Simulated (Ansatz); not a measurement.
Crystal: Ni.

```
Ni
1.0
     0.00000    1.73757    1.73757
     1.73757    0.00000    1.73757
     1.73757    1.73757    0.00000
Ni
1
Direct
  0.00000 0.00000 0.00000
```

Program: Ansatz 0.2.0. Alike in all runs: potentials or basis Ansatz PAW; spin collinear, ferromagnetic start; cell as given; k mesh 13 × 13 × 13; cutoff (eV) 420.

Q: Order these runs on this cell by their pressure, lowest first.
A. level LDA; smearing fermi-dirac 0.05 eV; points for each segment of the path 14
B. level RPBE; smearing fermi-dirac 0.05 eV; points for each segment of the path 14
C. level PBEsol; smearing fermi-dirac 0.05 eV; points for each segment of the path 14
D. level PBE; smearing gaussian 0.011 eV

A: A (-10.2 GPa), C (-2.4 GPa), D (8.0 GPa), B (13.9 GPa).

Caveats: the PAW data sets come from PBE, with cores solved anew for the run's functional, which leaves a small shift of forces and pressure (some runs).
